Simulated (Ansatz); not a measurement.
# Co (P6_3/mmc) in Ansatz: notebook

Runs on Co. Level: PBEsol. Tasks: single point, equation of state.

Program: Ansatz 0.2.0. These are calculated values, not measurements. Logs are shortened: lines on timing, memory, paths and dates and some standing lists are left out, and cuts for length are marked.

**1. The crystal as given**

The structure is hexagonal, space group P6_3/mmc (No. 194). The conventional cell has a = 2.472 Å, b = 2.472 Å, c = 4.021 Å, α = 90.00°, β = 90.00°, γ = 120.00°. Around Co (site symmetry -6m2) lie 12 Co at 2.47 Å.

**2. Single point, PBEsol, collinear spin, ferromagnetic start, 10.00 Å³/atom (volume scaled by 0.94)**

input.yaml

```yaml
crystal:
  lattice:
    - [2.4215367659, 0.0, 0.0]
    - [-1.210768383, 2.0971123555, 0.0]
    - [0.0, 0.0, 3.9390568819]
  atoms:
    - { symbol: Co, position: [0.6666666667, 0.3333333333, 0.75], spin: 2.0 }
    - { symbol: Co, position: [0.3333333333, 0.6666666667, 0.25], spin: 2.0 }
kpoints:
  mp_grid: { grid: [12, 12, 7] }
scf:
  occupations: { method: fermi_dirac, width: 0.05 }
hamiltonian:
  xc: pbesol
  pseudopotentials: { kind: all_electron, lapw: { basis_error: 0.001 } }
magnetization:
  spin_polarized: true
output:
  forces: true
  stress: true
  eigenvalues: true
```

Potentials or basis: all-electron LAPW, scalar-relativistic.

Command:

```console
> ansatz run input.yaml --threads 2 --pin off --max-ram 6144MiB --backend cpu --events-out ev --progress --plain --runs-dir out
```

What it wrote:

```text
Warning: RAYON_NUM_THREADS=2 ignored (pool sized by the plan → 2); use --threads N
LAPW: plane waves up to 9.316 Å⁻¹, error target 1.0e-3 eV per atom; small_component_spin mean_spin; Co in spheres of 1.208 Å, 17 of its electrons in bands, Dirac shells [] (how accurate: hamiltonian.pseudopotentials.lapw.basis_error, Limitations)
Engine: ansatz 0.2.0, aarch64-unknown-linux-gnu
Pseudopotentials: kind: all_electron
Pseudopotential: Co, LAPW, valence charge 17, lapw/all_electron/scalar/gaussian/Co, Koelling and Harmon's equation, gaussian nucleus
Functional definition: PBEsol
  exchange = pbesol_x
  correlation = pbesol_c
Crystal: 2 atoms, lattice volume = 20.003 Å³
Basis set: ecut = 330.64007452842964 eV, 287 PW (Γ), exchange–correlation at level 2
Bands: 23, of which v1, the nominal top of the filled ones, is band 17 counted from 1 (16 counted from 0)
Symmetry: 24 space group operations
Space group: P63/mmc (ITA 194), of the structure as read, at distance tolerance 2.7e-5 Å
Magnetic group: BNS 194.263 (UNI 1493), of the structure as read, at distance tolerance 2.7e-5 Å
k-points: 76 of 1008
Non-local potential: Co, projectors of the file, none
Initial density: superposition of atomic densities (chi_scale 0.1, normalization cell)
Starting moments: Σ|m| = 4 μB on 2 of 2 sites
Initial wavefunctions: plane waves of lowest kinetic energy (no species holds an atomic orbital)
Functional: x = pbesol(κ = 0.804, μ = 0.12345679012345678), c = pbesol(β = 0.046)
iter 1 solved again at ethr=3.40e-5 eV; its pass at ethr=1.00e-1 eV (dr2=1.16e-2 eV) is discarded
SCF iter   1: F=—  HF=-75768.682663 eV  |F-HF|=—  |Δ(HF+E_count)|=         —  Δρ=2.40e-2 (↑2.40e-2 ↓2.35e-2)  dr2=1.17e-2  dr2_m=9.81e-2  M=3.090 μB ∫|m|=3.193 μB  β_m=0.30  ethr=3.40e-5  ⟨swp⟩=3.3  Hψ=27072  notcnv=0
Mixer restart at iter 1: flushing history
preconditioner: auto → none  [metal: Δε(μ)=0.013 eV  Ē_g=10.297 eV  σ=0.050 eV  W_gap=0.07  n_scr=2 (ndim 8)  ℏωp=35.2 eV  f_vac=0.000  D(μ)=1.89/eV (n_scr^D=22)  sad-step TF]
SCF iter   2: F=—  HF=-75768.758515 eV  |F-HF|=—  |Δ(HF+E_count)|=   7.59e-2  Δρ=1.69e-2 (↑1.67e-2 ↓1.69e-2)  dr2=6.84e-3  dr2_m=4.94e-2  M=3.078 μB ∫|m|=3.214 μB  β_m=0.47  ethr=3.40e-5  ⟨swp⟩=2.8  Hψ=10184  notcnv=0
SCF iter   3: F=—  HF=-75768.830515 eV  |F-HF|=—  |Δ(HF+E_count)|=   7.20e-2  Δρ=6.90e-3 (↑6.90e-3 ↓6.82e-3)  dr2=1.99e-3  dr2_m=7.57e-3  M=3.034 μB ∫|m|=3.233 μB  β_m=0.45  ethr=2.01e-5  ⟨swp⟩=3.0  Hψ=11488  notcnv=0
iter 4 solved again at ethr=3.54e-7 eV; its pass at ethr=5.84e-6 eV (dr2=1.20e-4 eV) is discarded
SCF iter   4: F=—  HF=-75768.844522 eV  |F-HF|=—  |Δ(HF+E_count)|=   1.40e-2  Δρ=1.42e-3 (↑1.04e-3 ↓1.42e-3)  dr2=1.20e-4  dr2_m=2.33e-4  M=3.028 μB ∫|m|=3.264 μB  β_m=0.72  ethr=3.54e-7  ⟨swp⟩=2.0  Hψ=17444  notcnv=0
SCF iter   5: F=—  HF=-75768.846370 eV  |F-HF|=—  |Δ(HF+E_count)|=   1.85e-3  Δρ=3.61e-4 (↑3.28e-4 ↓3.61e-4)  dr2=1.96e-6  dr2_m=2.08e-5  M=3.032 μB ∫|m|=3.287 μB  β_m=0.86  ethr=3.53e-7  ⟨swp⟩=3.0  Hψ=10662  notcnv=0
SCF iter   6: F=—  HF=-75768.846492 eV  |F-HF|=—  |Δ(HF+E_count)|=   1.22e-4  Δρ=2.55e-5 (↑2.55e-5 ↓1.62e-5)  dr2=1.38e-7  dr2_m=4.16e-8  M=3.033 μB ∫|m|=3.294 μB  β_m=0.86  ethr=5.76e-9  ⟨swp⟩=3.1  Hψ=10996  notcnv=0
SCF iter   7: F=—  HF=-75768.846492 eV  |F-HF|=—  |Δ(HF+E_count)|=   1.48e-7  Δρ=5.82e-6 (↑3.64e-6 ↓5.82e-6)  dr2=7.73e-9  dr2_m=1.70e-9  M=3.033 μB ∫|m|=3.294 μB  β_m=0.88  ethr=4.05e-10  ⟨swp⟩=3.0  Hψ=10103  notcnv=0
SCF iter   8: F=-75768.846492 eV  HF=-75768.846492 eV  |F-HF|=1.72e-9  |Δ(HF+E_count)|=   2.90e-8  Δρ=1.25e-6 (↑4.59e-7 ↓1.25e-6)  dr2=1.79e-10  dr2_m=9.42e-11  M=3.033 μB ∫|m|=3.294 μB  ethr=2.27e-11  ⟨swp⟩=2.5  Hψ=9788  notcnv=0
SCF 1 converged in 8 iterations: F = -75768.846492 eV  dr2 = 1.79e-10
SCF converged after 8 iterations
Magnetization: 3.0327 μB (18.5163 up, 15.4837 down)
Absolute magnetization: 3.2939 μB (∫|ρ↑−ρ↓|)
Spin contamination: 0.0405 ħ² per cell (⟨S²⟩ above its minimum at these occupations)
Per-site moments (μB) at R_I (Å): [(1.5611703909138193, 1.2076480801631113), (1.5611703909138193, 1.2076480801631113)]
Free energy (F): -75768.846492 eV
Harris-Foulkes:  -75768.846492 eV  (|F-HF|=1.72e-9)
Internal energy: -75768.832370 eV  (E = F + TS)
E sigma→0 (E₀):  -75768.839431 eV
Entropy (-TS):   -0.014122 eV (-7.061 meV/atom)
Fermi energy:    20.829933 eV
--- Per-component energies (eV) ---
  E_band       = -415.709061
  E_kinetic    = 76890.815324
  E_xc         = -3183.177388
  E_electrostatic = -149476.470306  (all electrons and nuclei)
  E_smearing   = -0.014122  (= −TS)
  E_closure    = 0.000000  (closes the sum)
  E_atoms      = -75750.878730  (free atoms, spherical and without spin; not in F)
  Σ components = -75768.846492   (vs F -75768.846492, Δ=0.00e0)
  Basis errors (estimates in eV, not in F): energy 2.0e-4 per atom: plane waves 1.9e-4 (9.7e-5 summed), levels above the bands 1.5e-93, relativity 6.1e-9, radial functions 8.3e-6, core shells 2.1e-9; eigenvalues (radial functions only) 1.2e-6; not estimated: angular momenta, meshes, grids; target (lapw.basis_error) 1.0e-3; muffin-tin radii Co 1.208 Å
--- Forces (eV/Å), atoms counted from 1 ---
  atom   1  Co    -0.00000000    -0.00000000     0.00000000
  atom   2  Co     0.00000000     0.00000000     0.00000000
  max |Σ_I F_I| component: 2.31e-17 eV/Å
--- Stress (GPa, compression-positive) ---
        9.997940       0.000000       0.000000
        0.000000       9.997940       0.000000
        0.000000       0.000000       7.042628
  P = ⅓ Tr σ = 9.0128 GPa (90.128 kbar)
--- Band table (eV; the first three rows and the last of 152) ---
  k-point 0 ↑: bands = ["-74.9300", "-74.8494", "-38.5203", "-38.1382", "-38.1382", "-38.0820", "-38.0769", "-38.0769", "11.2800", "15.2335", "18.0833", "18.1469", "18.1469", "18.5042", "18.5042", "18.9368", "18.9368", "20.1793", "20.1793", "20.4963", "27.8020", "43.2727", "46.5515"]
  k-point 1 ↑: bands = ["-74.9260", "-74.8534", "-38.4989", "-38.1352", "-38.1352", "-38.1040", "-38.0799", "-38.0799", "11.4973", "15.1875", "18.0226", "18.0926", "18.0926", "18.4425", "18.4425", "19.0737", "19.0737", "19.7562", "20.1664", "20.1664", "28.9597", "43.1396", "45.2350"]
  k-point 2 ↑: bands = ["-74.9149", "-74.8647", "-38.4389", "-38.1657", "-38.1267", "-38.1267", "-38.0884", "-38.0884", "12.1272", "14.9184", "17.8701", "18.0267", "18.0267", "18.2954", "18.2954", "18.5074", "19.3696", "19.3696", "20.1012", "20.1012", "31.5730", "41.5775", "43.7172"]
  k-point 75 ↓: bands = ["-72.9049", "-72.9049", "-36.5653", "-36.5653", "-36.4925", "-36.4611", "-36.2791", "-36.2791", "17.8017", "17.8999", "17.9256", "17.9256", "18.8611", "18.8611", "20.4269", "20.7188", "21.9916", "21.9916", "27.6467", "27.6467", "28.7979", "30.1025", "32.0007"]
```

Run time: 20 s. Hardware: 2 threads of Arm Neoverse V1, shared host; peak memory 0.53 GiB.

Results:

| Item | Value |
| --- | --- |
| Free energy | -75768.8465 eV |
| Pressure | 9.0 GPa |
| Band gap on the k mesh | none (metal or under the smearing width) |
| Net moment | 3.03 μB per cell |
| Absolute moment | 3.29 μB per cell |
| Site moments | Co +1.56 μB |

**3. Single point, PBEsol, collinear spin, ferromagnetic start, 10.21 Å³/atom (volume scaled by 0.96)**

Changes to input.yaml since step 2:

```diff
@@ -2,5 +2,5 @@
   lattice:
-    - [2.4215367659, 0.0, 0.0]
-    - [-1.210768383, 2.0971123555, 0.0]
-    - [0.0, 0.0, 3.9390568819]
+    - [2.4385904036, 0.0, 0.0]
+    - [-1.2192952018, 2.1118812389, 0.0]
+    - [0.0, 0.0, 3.9667976331]
   atoms:
```

Potentials or basis: all-electron LAPW, scalar-relativistic.

Command:

```console
> ansatz run input.yaml --threads 2 --pin off --max-ram 6144MiB --backend cpu --events-out ev --progress --plain --runs-dir out
```

It took 20 s on 2 threads of Arm Neoverse V1, shared host; peak memory 0.53 GiB.

Results (log left out):

| Item | Value |
| --- | --- |
| Free energy | -75768.8628 eV |
| Pressure | 3.4 GPa |
| Band gap on the k mesh | none (metal or under the smearing width) |
| Net moment | 3.09 μB per cell |
| Absolute moment | 3.36 μB per cell |
| Site moments | Co +1.59 μB |

**4. Single point, PBEsol, collinear spin, ferromagnetic start, 10.43 Å³/atom (volume scaled by 0.98)**

Changes to input.yaml since step 3:

```diff
@@ -2,5 +2,5 @@
   lattice:
-    - [2.4385904036, 0.0, 0.0]
-    - [-1.2192952018, 2.1118812389, 0.0]
-    - [0.0, 0.0, 3.9667976331]
+    - [2.4554087999, 0.0, 0.0]
+    - [-1.2277044, 2.1264463974, 0.0]
+    - [0.0, 0.0, 3.9941557227]
   atoms:
```

Command:

```console
> ansatz run input.yaml --threads 2 --pin off --max-ram 6144MiB --backend cpu --events-out ev --progress --plain --runs-dir out
```

Run time: 22 s. Hardware: 2 threads of Arm Neoverse V1, shared host; peak memory 0.54 GiB.

The run converged. Its results:

| Item | Value |
| --- | --- |
| Free energy | -75768.8653 eV |
| Pressure | -1.4 GPa |
| Band gap on the k mesh | none (metal or under the smearing width) |
| Net moment | 3.15 μB per cell |
| Absolute moment | 3.43 μB per cell |
| Site moments | Co +1.62 μB |

**5. Single point, PBEsol, collinear spin, ferromagnetic start, 10.64 Å³/atom**

Changes to input.yaml since step 4:

```diff
@@ -2,5 +2,5 @@
   lattice:
-    - [2.4554087999, 0.0, 0.0]
-    - [-1.2277044, 2.1264463974, 0.0]
-    - [0.0, 0.0, 3.9941557227]
+    - [2.4719999032, 0.0, 0.0]
+    - [-1.2359999516, 2.1408147143, 0.0]
+    - [0.0, 0.0, 4.02114408]
   atoms:
```

Command:

```console
> ansatz run input.yaml --threads 2 --pin off --max-ram 6144MiB --backend cpu --events-out ev --progress --plain --runs-dir out
```

Run time: 19 s. Hardware: 2 threads of Arm Neoverse V1, shared host; peak memory 0.51 GiB.

The run converged. Its results:

```
Free energy            : -75768.8556 eV
Pressure               : -5.8 GPa
Band gap on the k mesh : none (metal or under the smearing width)
Net moment             : 3.20 μB per cell
Absolute moment        : 3.49 μB per cell
Site moments           : Co +1.65 μB
```

**6. Single point, PBEsol, collinear spin, ferromagnetic start, 10.85 Å³/atom (volume scaled by 1.02)**

Changes to input.yaml since step 5:

```diff
@@ -2,5 +2,5 @@
   lattice:
-    - [2.4719999032, 0.0, 0.0]
-    - [-1.2359999516, 2.1408147143, 0.0]
-    - [0.0, 0.0, 4.02114408]
+    - [2.4883712406, 0.0, 0.0]
+    - [-1.2441856203, 2.1549927084, 0.0]
+    - [0.0, 0.0, 4.0477749493]
   atoms:
```

Potentials or basis: all-electron LAPW, scalar-relativistic.

Command:

```console
> ansatz run input.yaml --threads 2 --pin off --max-ram 6144MiB --backend cpu --events-out ev --progress --plain --runs-dir out
```

It took 19 s on 2 threads of Arm Neoverse V1, shared host; peak memory 0.51 GiB.

Results (log left out):

```yaml
Free_energy: -75768.8348 eV
Pressure: -9.8 GPa
Band_gap_on_the_k_mesh: none (metal or under the smearing width)
Net_moment: 3.24 μB per cell
Absolute_moment: 3.54 μB per cell
Site_moments: Co +1.67 μB
```

**7. Single point, PBEsol, collinear spin, ferromagnetic start, 11.07 Å³/atom (volume scaled by 1.04)**

Changes to input.yaml since step 6:

```diff
@@ -2,5 +2,5 @@
   lattice:
-    - [2.4883712406, 0.0, 0.0]
-    - [-1.2441856203, 2.1549927084, 0.0]
-    - [0.0, 0.0, 4.0477749493]
+    - [2.5045299482, 0.0, 0.0]
+    - [-1.2522649741, 2.1689865596, 0.0]
+    - [0.0, 0.0, 4.0740599388]
   atoms:
```

Command:

```console
> ansatz run input.yaml --threads 2 --pin off --max-ram 6144MiB --backend cpu --events-out ev --progress --plain --runs-dir out
```

Run time: 19 s. Hardware: 2 threads of Arm Neoverse V1, shared host; peak memory 0.51 GiB.

Results (log left out):

```yaml
Free_energy: -75768.8039 eV
Pressure: -13.3 GPa
Band_gap_on_the_k_mesh: none (metal or under the smearing width)
Net_moment: 3.28 μB per cell
Absolute_moment: 3.59 μB per cell
Site_moments: Co +1.69 μB
```

**8. Single point, PBEsol, collinear spin, ferromagnetic start, 11.28 Å³/atom (volume scaled by 1.06)**

Changes to input.yaml since step 7:

```diff
@@ -2,5 +2,5 @@
   lattice:
-    - [2.5045299482, 0.0, 0.0]
-    - [-1.2522649741, 2.1689865596, 0.0]
-    - [0.0, 0.0, 4.0740599388]
+    - [2.5204827983, 0.0, 0.0]
+    - [-1.2602413992, 2.1828021331, 0.0]
+    - [0.0, 0.0, 4.1000100648]
   atoms:
```

Command:

```console
> ansatz run input.yaml --threads 2 --pin off --max-ram 6144MiB --backend cpu --events-out ev --progress --plain --runs-dir out
```

Wall time 20 s (2 threads of Arm Neoverse V1, shared host); peak memory 0.52 GiB.

Results (log left out):

| Property | Result |
| --- | --- |
| Free energy | -75768.7642 eV |
| Pressure | -16.5 GPa |
| Band gap on the k mesh | none (metal or under the smearing width) |
| Net moment | 3.31 μB per cell |
| Absolute moment | 3.63 μB per cell |
| Site moments | Co +1.71 μB |

**9. Equation of state, PBEsol, collinear spin, ferromagnetic start**

Potentials or basis: all-electron LAPW, scalar-relativistic.

This step only gathers the single runs of the series.

Results:

- Equilibrium volume: 10.36 Å³/atom
- Bulk modulus at fixed shape and positions: 234 GPa
- Pressure derivative of the bulk modulus: 4.3

Energy against volume, from the lowest point:
```csv
volume (Å³/atom),energy (meV/atom)
10.002,9.43
10.215,1.25
10.427,0.00
10.640,4.86
10.853,15.30
11.066,30.70
11.279,50.57
```

Caveat: the cell was scaled at fixed shape and fractional positions, which overstates the stiffness of a crystal with free parameters, most of all of layers and chains.
